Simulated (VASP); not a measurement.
# PtSe2 (Sudovikovite) (P-3m1) in VASP: a series of runs, part 2 of 2

VASP 6.6.1. The steps go on from the part before.

**3. Single point, PBE, spin-orbit coupling, no magnetisation**

Input file INCAR:

```
SYSTEM = PtSe2
PREC     = Accurate       ! precision mode
ENCUT    = 400            ! plane-wave cutoff, eV
EDIFF    = 1E-7           ! SCF threshold, eV
ISMEAR   = 0              ! smearing method
SIGMA    = 0.02           ! smearing width, eV
LREAL    = Auto         
LASPH    = .TRUE.         ! aspherical terms in the spheres
NELM     = 100            ! most SCF steps
ALGO     = Normal         ! electronic algorithm
ISIF     = 2              ! what is computed and relaxed
LWAVE    = .FALSE.        ! write WAVECAR
LCHARG   = .FALSE.        ! write CHGCAR
MAGMOM   = 0 0 0 0 0 0 0 0 0 ! initial moments
LORBIT   = 11             ! projections on sites
LSORBIT  = .TRUE.         ! spin-orbit coupling
GGA_COMPAT= .FALSE.      
LMAXMIX  = 4              ! l up to which the mixer works
GGA      = PE             ! functional
NBANDS   = 38             ! bands
```

Input file KPOINTS:

```
Automatic mesh
0
G
  7 7 5
  0 0 0
```

Input file POSCAR:

```
PtSe2
1.0
    3.7240000000      0.0000000000      0.0000000000
   -1.8620000000      3.2250786037      0.0000000000
    0.0000000000      0.0000000000      5.0620000000
Pt Se
1 2
Direct
    0.0000000000      0.0000000000      0.0000000000
    0.6666666667      0.3333333333      0.7500000000
    0.3333333333      0.6666666667      0.2500000000
```

Potentials or basis: VASP PAW PBE potentials, release 64 (Pt, Se).

Launch:

```
cat potpaw_PBE.64/Pt/POTCAR potpaw_PBE.64/Se/POTCAR > POTCAR
mpirun -np 1 vasp_ncl > vasp.out
```

OUTCAR:

```text
SYSTEM = PtSe2
   PREC = Accurate
   ENCUT = 400
   EDIFF = 1E-7
   ISMEAR = 0
   LREAL = Auto
   LASPH = .TRUE.
   NELM = 100
   ISIF = 2
   LORBIT = 11
   LSORBIT = .TRUE.
   GGA = PE

 Found     32 irreducible k-points:

 Following reciprocal coordinates:
            Coordinates               Weight
  0.000000  0.000000  0.000000      1.000000
  0.142857 -0.000000  0.000000      6.000000
  0.285714 -0.000000  0.000000      6.000000
  0.428571  0.000000  0.000000      6.000000
  0.142857  0.142857  0.000000      6.000000
  0.285714  0.142857  0.000000     12.000000
   k-points           NKPTS =     32   k-points in BZ     NKDIM =     32   number of bands    NBANDS=     38
   number of dos      NEDOS =    301   number of ions     NIONS =      3
   total plane-waves  NPLWV =  20736
   dimension x,y,z NGX =    24 NGY =   24 NGZ =   36
   dimension x,y,z NGXF=    48 NGYF=   48 NGZF=   72
   ions per type =               1   2
   NGX,Y,Z   is equivalent  to a cutoff of  10.71, 10.71, 11.82 a.u.
   NGXF,Y,Z  is equivalent  to a cutoff of  21.43, 21.43, 23.65 a.u.
 SYSTEM =  PtSe2
[... 389 lines left out ...]
     0.0000000     0.0000000     0.0000000     0.0000000     0.0000000     0.0000000     0.0000000

 total charge

# of ion       s       p       d       tot
------------------------------------------
    1        0.694   0.742   8.020   9.456
    2        1.485   2.247   0.071   3.803
    3        1.485   2.247   0.071   3.803
--------------------------------------------------
tot          3.664   5.236   8.162  17.062

 magnetization (x)

# of ion       s       p       d       tot
------------------------------------------
    1        0.000   0.000   0.000   0.000
    2       -0.000   0.000   0.000   0.000
    3        0.000   0.000  -0.000   0.000
--------------------------------------------------
tot         -0.000   0.000  -0.000   0.000

 magnetization (y)

# of ion       s       p       d       tot
------------------------------------------
    1        0.000   0.000  -0.000   0.000
    2        0.000   0.000   0.000   0.000
    3        0.000   0.000   0.000   0.000
--------------------------------------------------
tot          0.000   0.000   0.000   0.000

 magnetization (z)

# of ion       s       p       d       tot
------------------------------------------
    1       -0.000   0.000  -0.000   0.000
    2        0.000   0.000   0.000   0.000
    3        0.000   0.000   0.000   0.000
--------------------------------------------------
tot         -0.000   0.000  -0.000   0.000
```

stdout:

```text
POSCAR found type information on POSCAR PtSe
 POSCAR found :  2 types and       3 ions
 scaLAPACK will be used
 -----------------------------------------------------------------------------
|                                                                             |
|                                                                             |
|     You have a (more or less) 'small supercell' and for smaller cells       |
|     it is recommended to use the reciprocal-space projection scheme!        |
|     The real-space optimization is not efficient for small cells and it     |
|     is also less accurate ...                                               |
|     Therefore, set LREAL=.FALSE. in the INCAR file.                         |
|                                                                             |
 -----------------------------------------------------------------------------

 LDA part: xc-table for (Slater+PW92), standard interpolation
 POSCAR, INCAR and KPOINTS ok, starting setup
 FFT: planning ... GRIDC
 FFT: planning ... GRID_SOFT
 FFT: planning ... GRID
 WAVECAR not read
 entering main loop
```

Wall time 91 s (1 thread of AMD EPYC 9R45 (Zen 5), shared host); peak memory 0.24 GiB.

These settings aren't checked as converged: the numbers below hold their error.

What came out:

```
Free energy                                           : -14.5799 eV
Pressure                                              : 7.4 GPa
Largest force                                         : 0.647 eV/Å
Valence electrons inside the program's atomic spheres : Pt 9.46; Se 3.80
```

**4. Single point, PBE, spin-orbit coupling, no magnetisation**

Edit INCAR of step 3 so:

```diff
@@ -5,4 +5,4 @@
 ISMEAR   = 0              ! smearing method
-SIGMA    = 0.02           ! smearing width, eV
-LREAL    = Auto         
+SIGMA    = 0.2            ! smearing width, eV
+LREAL    = .FALSE.        ! projectors in reciprocal space
 LASPH    = .TRUE.         ! aspherical terms in the spheres
```

KPOINTS is that of step 3.

POSCAR is that of step 3.

Launch:

```
cat potpaw_PBE.64/Pt/POTCAR potpaw_PBE.64/Se/POTCAR > POTCAR
mpirun -np 1 vasp_ncl > vasp.out
```

Wall time 70 s (1 thread of AMD EPYC 9R45 (Zen 5), shared host); peak memory 0.24 GiB.

The run converged, but some of its settings lie outside the range that counts as converged, so its numbers aren't taken as properties of the crystal.

What came out:

| Quantity | Value |
| --- | --- |
| Free energy | -14.5892 eV |
| Pressure | 7.4 GPa |
| Largest force | 0.635 eV/Å |
| Valence electrons inside the program's atomic spheres | Pt 9.46; Se 3.80 |

**5. Single point, PBE, spin-orbit coupling, no magnetisation**

Edit INCAR of step 4 so:

```diff
@@ -2,6 +2,6 @@
 PREC     = Accurate       ! precision mode
-ENCUT    = 400            ! plane-wave cutoff, eV
+ENCUT    = 650            ! plane-wave cutoff, eV
 EDIFF    = 1E-7           ! SCF threshold, eV
 ISMEAR   = 0              ! smearing method
-SIGMA    = 0.2            ! smearing width, eV
+SIGMA    = 0.02           ! smearing width, eV
 LREAL    = .FALSE.        ! projectors in reciprocal space
```

Input file KPOINTS:

```
Automatic mesh
0
G
  6 6 4
  0 0 0
```

POSCAR is that of step 4.

Launch:

```
cat potpaw_PBE.64/Pt/POTCAR potpaw_PBE.64/Se/POTCAR > POTCAR
mpirun -np 1 vasp_ncl > vasp.out
```

It took 1.8 min on 1 thread of AMD EPYC 9R45 (Zen 5), shared host; peak memory 0.39 GiB.

The run converged, but some of its settings lie outside the range that counts as converged, so its numbers aren't taken as properties of the crystal.

What came out:

```
Free energy                                           : -14.5818 eV
Pressure                                              : 7.5 GPa
Largest force                                         : 0.591 eV/Å
Valence electrons inside the program's atomic spheres : Pt 9.46; Se 3.80
```

**6. The reference run**

An earlier run on the cell as given: functional PBE; potentials or basis VASP PAW PBE potentials, release 64 (Pt, Se); cutoff 520 eV; k mesh 8 × 8 × 5; occupations fermi-dirac, width 0.05 eV; no spin polarisation.

- Pressure: 7.3 GPa
- Largest force: 0.599 eV/Å
- Band gap on the k mesh: none (metal or under the smearing width)
